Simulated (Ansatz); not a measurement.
## InAs: energy against volume and a worked fit

```
In As
1.0
     0.00000    3.01800    3.01800
     3.01800    0.00000    3.01800
     3.01800    3.01800    0.00000
In As
1 1
Direct
  0.00000 0.00000 0.00000
  0.75000 0.75000 0.75000
```

The cell was scaled at fixed shape and fractions and run with Ansatz, Ansatz PAW, cutoff 420 eV; revPBE+D3(BJ), k mesh 8 × 8 × 8 on the cell of 2 atoms, fermi-dirac occupations of 0.05 eV, non-collinear spin, ferrimagnetic start, no spin-orbit coupling. The potentials were made for PBE. Energies are those that the program minimises, any entropy of the smearing included. For a metal such a mesh isn't converged to the digits shown. The magnetic state is the one that the start led to, which needn't be the lowest.

| V (Å³/atom) | energy over the lowest row (meV/atom) |
| --- | --- |
| 25.8396 | 40.43 |
| 26.3894 | 22.89 |
| 26.9391 | 10.67 |
| 27.4889 | ? |
| 28.0387 | 0.00 |
| 28.5885 | 0.63 |
| 29.1383 | 4.70 |

Problem. Fit the third-order Birch-Murnaghan form, give V0, B0 and B′, and predict the energy left open.

Solution. With y = (V0/V)^(2/3), E = E0 + (9 V0 B0/16) [(y - 1)³ B′ + (y - 1)² (6 - 4y)]. Least squares through the rows shown give V0 = 28.2164 Å³/atom, E0 = -0.20 meV, B0 = 55.26 GPa (1 eV/Å³ = 160.218 GPa) and B′ = 4.55, with a largest miss of 0.01 meV. At V = 27.4889 the form with these constants gives 3.19 meV; the run gave 3.21 meV an atom.
